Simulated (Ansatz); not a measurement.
The geometry is COD entry 1533087, unchecked; take it as a test cell.

An input for CoO and the output that it gave: DFT, PBEsol, all-electron LAPW, scalar-relativistic (Ansatz 0.2.0).

Command: `ansatz run input.yaml --threads 1 --pin off --max-ram 3072MiB --backend cpu --events-out ev --progress --plain --runs-dir out` The run took 2.1 min on 1 thread of Arm Neoverse N1, on a shared host, peak memory 0.69 GiB.

```yaml
crystal:
  lattice:
    - [0.0, 2.1315, 2.1315]
    - [2.1315, 0.0, 2.1315]
    - [2.1315, 2.1315, 0.0]
  atoms:
    - { symbol: Co, position: [0.0, 0.0, 0.0], spin: 2.0 }
    - { symbol: O, position: [0.5, 0.5, 0.5] }
magnetization:
  spin_polarized: true
kpoints:
  mp_grid: { grid: [16, 16, 16] }
  band_path:
    path:
      - [0.0, 0.0, 0.0]
      - [0.5, 0.0, 0.5]
      - [0.625, 0.25, 0.625]
      - [0.375, 0.375, 0.75]
      - [0.0, 0.0, 0.0]
      - [0.5, 0.5, 0.5]
      - [0.5, 0.25, 0.75]
      - [0.5, 0.0, 0.5]
    npoints: 14
scf:
  occupations: { method: fermi_dirac, width: 0.05 }
hamiltonian:
  xc: pbesol
  pseudopotentials: { kind: all_electron, lapw: { basis_error: 0.0005 } }
output:
  forces: true
  stress: true
  eigenvalues: true
  populations: true
  dos: { projected: true, de: 0.2, e_range: [-14, 8] }
```

Output:

```
Co: projections on atomic orbitals take those of the free atom 1s2 2s2 2p6 3s2 3p6 3d7 4s2, of charge +0.00 (hamiltonian.pseudopotentials.projection_atoms)
O: projections on atomic orbitals take those of the free atom 1s2 2s2 2p4, of charge +0.00 (hamiltonian.pseudopotentials.projection_atoms)
LAPW: plane waves up to 10.092 Å⁻¹, error target 5.0e-4 eV per atom; small_component_spin mean_spin; O in spheres of 0.969 Å, 8 of its electrons in bands, Dirac shells []; Co in spheres of 1.163 Å, 17 of its electrons in bands, Dirac shells []
Engine: ansatz 0.2.0
Pseudopotentials: kind: all_electron
Pseudopotential: Co, LAPW, valence charge 17, Koelling and Harmon's equation, gaussian nucleus
Pseudopotential: O, LAPW, valence charge 8, Koelling and Harmon's equation, gaussian nucleus
Functional definition: PBEsol
  exchange = pbesol_x
  correlation = pbesol_c
Crystal: 2 atoms, lattice volume = 19.368 Å³
Basis set: ecut = 388.0110990712669 eV, 331 PW (Γ), exchange–correlation at level 2
Bands: 18, of which v1, the nominal top of the filled ones, is band 13 counted from 1 (12 counted from 0)
Symmetry: 48 space group operations
Space group: Fm-3m (ITA 225), of the structure as read, at distance tolerance 2.7e-5 Å
Magnetic group: BNS 225.116 (UNI 1618), of the structure as read, at distance tolerance 2.7e-5 Å
k-points: 145 of 4096
Non-local potential: Co, projectors of the file, none
Non-local potential: O, projectors of the file, none
Initial density: superposition of atomic densities (chi_scale 0.1, normalization cell, long waves kept (reshape's long-wave potential 0.00 eV rms))
Starting moments: Σ|m| = 2 μB on 1 of 2 sites
Initial wavefunctions: plane waves of lowest kinetic energy (no species holds an atomic orbital)
Functional: x = pbesol(κ = 0.804, μ = 0.12345679012345678), c = pbesol(β = 0.046)
iter 1 solved again at ethr=5.75e-3 eV; its pass at ethr=1.00e-1 eV (dr2=1.44e0 eV) is discarded
SCF iter   1: F=—  HF=-39925.430832 eV  |F-HF|=—  |Δ(HF+E_count)|=         —  Δρ=5.85e-2 (↑5.46e-2 ↓5.85e-2)  dr2=1.44e0  dr2_m=2.68e-1  M=3.000 μB ∫|m|=3.002 μB  β_m=0.30  ethr=5.75e-3  ⟨swp⟩=2.0  Hψ=34209  notcnv=0
Mixer restart at iter 1: flushing history
preconditioner: auto → none  [metal: Δε(μ)=0.003 eV  Ē_g=13.991 eV  σ=0.050 eV  W_gap=0.02  n_scr=8 (ndim 8)  ℏωp=32.7 eV  f_vac=0.000  D(μ)=4.21/eV (n_scr^D=64)  sad-step TF]
SCF iter   2: F=—  HF=-39924.720448 eV  |F-HF|=—  |Δ(HF+E_count)|=   7.10e-1  Δρ=3.37e-2 (↑3.37e-2 ↓2.94e-2)  dr2=3.14e-1  dr2_m=1.15e-1  M=2.989 μB ∫|m|=2.990 μB  β_m=0.47  ethr=5.74e-3  ⟨swp⟩=2.0  Hψ=15370  notcnv=0
SCF iter   3: F=—  HF=-39924.746459 eV  |F-HF|=—  |Δ(HF+E_count)|=   2.60e-2  Δρ=2.02e-2 (↑1.81e-2 ↓2.02e-2)  dr2=2.60e-1  dr2_m=1.60e-2  M=3.000 μB ∫|m|=3.008 μB  β_m=0.48  ethr=1.26e-3  ⟨swp⟩=2.0  Hψ=15660  notcnv=0
iter 4 solved again at ethr=1.40e-5 eV; its pass at ethr=1.04e-3 eV (dr2=3.50e-3 eV) is discarded
SCF iter   4: F=—  HF=-39924.657605 eV  |F-HF|=—  |Δ(HF+E_count)|=         —  Δρ=5.54e-3 (↑3.66e-3 ↓5.54e-3)  dr2=3.50e-3  dr2_m=2.58e-3  M=2.948 μB ∫|m|=2.960 μB  β_m=0.48  ethr=1.40e-5  ⟨swp⟩=2.0  Hψ=25601  notcnv=0
Mixer restart at iter 4: flushing history
SCF iter   5: F=—  HF=-39924.666682 eV  |F-HF|=—  |Δ(HF+E_count)|=         —  Δρ=3.75e-3 (↑3.75e-3 ↓2.42e-3)  dr2=8.55e-3  dr2_m=2.49e-4  M=2.981 μB ∫|m|=2.995 μB  β_m=0.42  ethr=1.40e-5  ⟨swp⟩=3.0  Hψ=17149  notcnv=0
the basis was enlarged: its passes take 1.3 MiB over the memory plan, 2 of 2 planned eigensolver slots
SCF iter   6: F=—  HF=-39924.660238 eV  |F-HF|=—  |Δ(HF+E_count)|=   6.44e-3  Δρ=1.74e-3 (↑1.74e-3 ↓1.51e-3)  dr2=3.36e-4  dr2_m=3.64e-4  M=2.964 μB ∫|m|=2.978 μB  β_m=0.59  ethr=1.40e-5  ⟨swp⟩=2.8  Hψ=14725  notcnv=0
SCF iter   7: F=—  HF=-39924.661570 eV  |F-HF|=—  |Δ(HF+E_count)|=   1.33e-3  Δρ=5.86e-4 (↑5.86e-4 ↓3.79e-4)  dr2=4.57e-5  dr2_m=3.22e-5  M=2.964 μB ∫|m|=2.980 μB  β_m=0.63  ethr=1.34e-6  ⟨swp⟩=2.5  Hψ=14598  notcnv=0
SCF iter   8: F=—  HF=-39924.661632 eV  |F-HF|=—  |Δ(HF+E_count)|=   6.19e-5  Δρ=1.63e-4 (↑8.80e-5 ↓1.63e-4)  dr2=1.25e-6  dr2_m=2.60e-6  M=2.963 μB ∫|m|=2.979 μB  β_m=0.65  ethr=1.83e-7  ⟨swp⟩=2.2  Hψ=14332  notcnv=0
SCF iter   9: F=—  HF=-39924.661636 eV  |F-HF|=—  |Δ(HF+E_count)|=   3.68e-6  Δρ=3.44e-5 (↑2.40e-5 ↓3.44e-5)  dr2=9.08e-8  dr2_m=1.33e-7  M=2.963 μB ∫|m|=2.980 μB  β_m=0.71  ethr=5.01e-9  ⟨swp⟩=3.0  Hψ=15487  notcnv=0
SCF iter  10: F=—  HF=-39924.661636 eV  |F-HF|=—  |Δ(HF+E_count)|=   4.35e-7  Δρ=6.68e-6 (↑6.45e-6 ↓6.68e-6)  dr2=1.17e-9  dr2_m=6.63e-9  M=2.963 μB ∫|m|=2.980 μB  β_m=0.85  ethr=3.63e-10  ⟨swp⟩=3.0  Hψ=15424  notcnv=0
SCF iter  11: F=-39924.661636 eV  HF=-39924.661636 eV  |F-HF|=9.93e-9  |Δ(HF+E_count)|=   6.83e-8  Δρ=2.18e-6 (↑2.14e-6 ↓2.18e-6)  dr2=2.98e-9  dr2_m=1.98e-10  M=2.963 μB ∫|m|=2.980 μB  ethr=6.43e-12 (applied; sched 4.69e-12)  ⟨swp⟩=3.0  Hψ=16150  notcnv=0
SCF 1 converged in 11 iterations: F = -39924.661636 eV  dr2 = 2.98e-9
NSCF: frozen V_eff on 99 k-points
SCF converged after 11 iterations
Magnetization: 2.9634 μB (13.9817 up, 11.0183 down)
Absolute magnetization: 2.9798 μB (∫|ρ↑−ρ↓|)
Spin contamination: 0.0074 ħ² per cell (⟨S²⟩ above its minimum at these occupations)
Per-site moments (μB) at R_I (Å): [(2.6031531066865714, 1.1629419206683937), (0.34161352176111537, 0.9685580475697813)]
Free energy (F): -39924.661636 eV
Harris-Foulkes:  -39924.661636 eV  (|F-HF|=9.93e-9)
Internal energy: -39924.629495 eV  (E = F + TS)
E sigma→0 (E₀):  -39924.645566 eV
Entropy (-TS):   -0.032141 eV (-16.071 meV/atom)
Fermi energy:    14.002430 eV
--- Per-component energies (eV) ---
  E_band       = -1284.167159
  E_kinetic    = 40475.749486
  E_xc         = -1816.072410
  E_electrostatic = -78584.306571  (all electrons and nuclei)
  E_smearing   = -0.032141  (= −TS)
  E_closure    = 0.000000  (closes the sum)
  E_atoms      = -39909.458948  (free atoms, spherical and without spin; not in F)
  Σ components = -39924.661636   (vs F -39924.661636, Δ=0.00e0)
  Basis errors (estimates in eV, not in F): energy 1.8e-4 per atom: plane waves 1.6e-4 (8.6e-5 summed), levels above the bands 3.8e-135, relativity 2.3e-8, radial functions 1.9e-5, core shells 7.3e-9; eigenvalues (radial functions only) 8.5e-6; not estimated: angular momenta, meshes, grids; target (lapw.basis_error) 5.0e-4; muffin-tin radii O 0.969 Å, Co 1.163 Å
--- Forces (eV/Å), atoms counted from 1 ---
  atom   1  Co    -0.00000000    -0.00000000     0.00000000
  atom   2  O      0.00000000    -0.00000000    -0.00000000
  max |Σ_I F_I| component: 3.34e-30 eV/Å
--- Stress (GPa, compression-positive) ---
      -10.757366       0.000000       0.000000
        0.000000     -10.757366      -0.000000
        0.000000      -0.000000     -10.757366
  P = ⅓ Tr σ = -10.7574 GPa (-107.574 kbar)
--- Band table (eV; the first three rows and the last of 290) ---
  k-point 0 ↑: bands = ["-491.0538", "-82.6408", "-46.0336", "-46.0336", "-46.0336", "-6.2474", "10.6718", "10.6718", "10.7440", "10.7440", "10.7440", "10.8360", "10.8360", "10.8360", "14.7570", "30.4418", "31.7737", "31.7737"]
  k-point 1 ↑: bands = ["-491.0538", "-82.6406", "-46.0350", "-46.0338", "-46.0338", "-6.2059", "10.1346", "10.1346", "10.2156", "10.8432", "10.8432", "11.0887", "11.3171", "11.3171", "15.0547", "29.5071", "31.6495", "31.6495"]
  k-point 2 ↑: bands = ["-491.0538", "-82.6402", "-46.0391", "-46.0343", "-46.0343", "-6.0855", "9.4057", "9.5917", "9.5917", "10.9210", "10.9210", "11.2510", "11.9061", "11.9061", "15.7669", "28.0265", "31.1638", "31.1638"]
  k-point 144 ↓: bands = ["-490.7528", "-79.5862", "-43.0833", "-43.0833", "-43.0717", "-4.2446", "8.2840", "8.2840", "8.8755", "13.6197", "13.6197", "14.1580", "14.7518", "15.4848", "22.7520", "24.2945", "24.2945", "27.0483"]
--- Löwdin populations: 2 sites ---
  site symbol       q [e]    m [muB]
     0     Co     25.8914     2.5660
     1      O      8.9771     0.4036
  spilling = 0.003758 (of n_electrons = 35.000000)
```

Semilocal functionals without U often leave such compounds metallic or with too small a gap, and the real magnetic order may differ.

Other magnetic orders may lie lower; this is the state that the run reached.
